**Question: why does Ta₄N₅ resist squeezing more than stretching?**

I'm looking at a volume scan of tantalum nitride, computed with density functional theory. I expected something close to a parabola around the best volume, but the two sides don't match.

Ta4N5 (space group I4/m, 9 atoms in the cell), computed with Ansatz 0.2.0: r2SCAN, plane-wave PAW, scalar-relativistic, no spin polarisation, cutoff 500 eV, k mesh 10×10×10, Gaussian smearing of 0.1 eV. Cell shape and atoms are relaxed at each volume. Energies count from the minimum of a third-order Birch-Murnaghan fit; negative pressure means tension.

| volume per atom (Å³/atom) | energy over minimum (meV/atom) | pressure (GPa) |
| --- | --- | --- |
| 9.825 | 193.2 | 51.50 |
| 10.16 | 102.7 | 35.53 |
| 10.495 | 43.1 | 21.82 |
| 10.83 | 10.1 | 10.06 |
| 11.165 | -0.1 | 0.00 |
| 11.5 | 9.2 | -8.60 |
| 11.835 | 35.1 | -15.91 |
| 12.281 | 91.0 | -23.92 |

Removing 6 % of the volume costs 43.1 meV per atom, while adding 6 % costs only 35.1. The pressures differ even more, 21.8 GPa against a tension of 15.9 GPa. Is this real behaviour of the bonds, or just a consequence of plotting against volume?

Two details also bother me. One energy "over the minimum" is negative, and the last pressure step is larger than the one before it, although the material seems to be getting softer. Are those errors?

**Answer**

It is both, and a simple spring model can separate the two parts. Plotting against volume accounts for roughly two fifths of the energy difference you noticed. The rest comes from the bonds, which stiffen when they are shortened and slacken when they are lengthened.

Start with the geometry. Atoms respond to distances, and a distance follows the cube root of the volume. Taking away 6 % of the volume shortens the average distance by 2.04 %, but adding 6 % lengthens it by only 1.96 %. Even perfect springs between the atoms would therefore make compression a little more expensive.

To see how much, treat the crystal as a network of ideal springs, with an energy quadratic in the length change. Let V be the volume per atom, V₀ its value at zero pressure, and l = (V/V₀)^(1/3) the relative length. The spring constant follows from the bulk modulus B, the resistance to a uniform volume change, defined near the minimum by B = V₀ d²E/dV². Since dl/dV = 1/(3V₀) there, the energy per atom must be

E = (9/2) B V₀ (l − 1)²

B comes from the pressures of the two rows beside the minimum. The pressure falls by 10.06 + 8.60 = 18.66 GPa over 0.67 Å³, and multiplying that slope by V₀ gives B ≈ 311 GPa.

The product B V₀ is then 311 GPa × 11.165 Å³, or about 21.7 eV, because 1 eV/Å³ is 160.2 GPa. For the row compressed by 6 % the estimate reads

E = 4.5 × 21.7 eV × (0.0204)² ≈ 0.041 eV = 41 meV per atom

The calculation gives 43.1 meV. The energy of this row was not used to set the spring constant, so the shortfall is a fair measure of what ideal springs miss.

On the stretched side the same formula gives 37.5 meV, which is too much rather than too little. Ideal springs thus produce a difference of about 3 meV between the two sides, where the calculation has 8 meV. The remaining 5 meV is what the bonds themselves add, including any difference in how the cell shape and the atoms adjust on the two sides. It grows quickly with distance from the minimum: at both ends of the scan the spring energy is wrong by about 12 % of the calculated energy, too low when squeezed and too high when stretched. The printed analysis below gives this comparison for every row.

The reason lies in how differently attraction and repulsion depend on distance. Tantalum and nitrogen are held together by shared electrons in overlapping Ta 5d and N 2p orbitals, and by the attraction between positively charged metal and negatively charged nitrogen. Both change fairly gently with distance. The repulsion is much steeper: when filled shells are pushed into each other, the Pauli principle forces their electrons into states of higher kinetic energy. At the best volume the two forces cancel, but they don't stay in balance when the distance changes.

Under compression the repulsion outruns the attraction, so the resistance builds up faster than in an ideal spring. Under tension the repulsion dies away first, leaving the gentler attraction to pull the atoms back. This is standard bonding theory; the table gives only total energies and pressures, and cannot split them into the two parts. The same runs do fit the picture of orbitals that overlap more strongly when squeezed: the band overlap, meaning the size of the negative gap found by counting electrons, grows from about 3.5 to 4.4 eV between the relaxed and the most compressed cell, as expected when bands widen. That doesn't test which of the two forces is steeper.

A diatomic molecule such as HCl shows the same behaviour in its simplest form, with a steep inner wall and a soft outer slope. The comparison holds for the shape of the bond energy only. A diatomic molecule has a single length and no volume to convert, so all of its asymmetry is of the second kind. In the crystal, both kinds add up.

The stiffness shows the effect most clearly. Between neighbouring rows, the local bulk modulus falls at every step, from 476 GPa at the compressed end to 217 GPa at the stretched end. Over the whole scan the crystal gains about 4 GPa of stiffness for each GPa of pressure. Near the minimum, the spring formula gives a gain of only 1, and a plain parabola in volume would even give −1. Of the roughly five units between the parabola and the crystal, ideal springs thus supply two, the same two fifths as before. The other three come from the bonds.

For practical work, this means that a single bulk modulus is a small-strain number. In the two intervals that touch the minimum it is already 330 GPa on the compressed side and 291 GPa on the stretched side. These values hold for equal pressure from all directions. A film stressed only in its plane needs the separate elastic constants, which this scan doesn't supply.

Your two odd details are harmless. Energies are counted from the minimum of a smooth fitted curve, and the relaxed cell misses that curve by less than 0.1 meV, so the −0.1 is no deeper state. The last pressure step looks large because its volume step is a third wider than the one before. Per unit of volume, the pressure keeps falling more slowly, just as the softening requires.

The spring picture uses one average length, whereas the real cell is tetragonal. At the most compressed volume its a edge has shrunk by 4.5 % and its c edge by 3.4 %; why a yields more easily isn't settled by these data. Nor can the change of shape be neglected in the energy. The printed gain of 1.3 meV per atom covers only the last quarter of the compression, because that run started from the cell already relaxed at 9 % compression. Such a gain grows roughly as the square of the change, so starting from the zero-pressure shape it may be near 20 meV, about as much as the 23 meV that the springs miss. Most of it should already be contained in B, which comes from relaxed cells, but a part that differs between squeezing and stretching would count towards the asymmetry. Only a scan with shape and relative atomic positions held fixed could separate that part from the stiffening of the bonds. A second limit concerns all rows, and perhaps the stretched ones most. The electrons were not allowed to form magnetic moments, and moments become more likely as atoms move apart and bands narrow. If such a state lies lower in some rows, it would lower their energies and could change the asymmetry. The relaxations also kept the symmetry of the starting cell, so a distorted cell of lower energy isn't ruled out. Zero-point and thermal motion are left out as well; they would usually shift the best volume slightly upwards.

The reasoning carries over to other solids if you keep size and shape apart. Sodium metal, with its few and spread-out bonding electrons, is far softer, so the same volume changes need much smaller pressures. Its curve is expected to lean the same way, but for a slightly different reason: the steep part there comes mainly from the bonding electrons, whose energy rises when they are confined to less space and pressed against the ion cores, and not from the overlap of filled shells on neighbouring atoms.

The analysis program printed:

```
Spring estimate against the calculation:
     row  volume change in %  mean length change in %  spring energy in meV/atom  calculated less spring in meV/atom
   9.825                 -12                   -4.172                      169.7                               23.45
   10.16              -9.001                   -3.095                      93.42                               9.277
  10.495              -6.001                   -2.042                      40.65                               2.452
   10.83                  -3                    -1.01                      9.954                              0.1465
  11.165                   0                        0                          0                                -0.1
    11.5                   3                   0.9903                      9.563                             -0.3631
  11.835               6.001                    1.962                      37.52                               -2.42
  12.281               9.996                    3.227                      101.5                              -10.52
Stiffness between each row and the row before:
     row  middle volume in A^3/atom  pressure drop in GPa  drop per volume in GPa per A^3/atom  local bulk modulus in GPa
   10.16                      9.992                 15.97                                47.67                      476.4
  10.495                      10.33                 13.71                                40.93                      422.7
   10.83                      10.66                 11.76                                 35.1                      374.3
  11.165                         11                 10.06                                30.03                      330.3
    11.5                      11.33                   8.6                                25.67                      290.9
  11.835                      11.67                  7.31                                21.82                      254.6
  12.281                      12.06                  8.01                                17.96                      216.6
Bulk modulus at the minimum from neighbouring pressures, GPa: 311
Energy at 6 % compression less energy at 6 % expansion, meV/atom: 8
Same difference for ideal springs, meV/atom: 3.128
Share of the difference that ideal springs give, %: 39.1
Pressure at 6 % compression over tension at 6 % expansion, ratio: 1.371
Local bulk modulus, first interval over last interval, ratio: 2.2
Mean gain of bulk modulus per GPa of pressure over the scan: 4.096
Width of the last volume step over the one before, ratio: 1.331
Energy gained by relaxing shape and atoms at 9.825, meV/atom: 1.311
Growth of band overlap from 11.165 to 9.825, eV: 0.9332
Shrinkage of a from 11.165 to 9.825, %: 4.531
Shrinkage of c from 11.165 to 9.825, %: 3.443
```
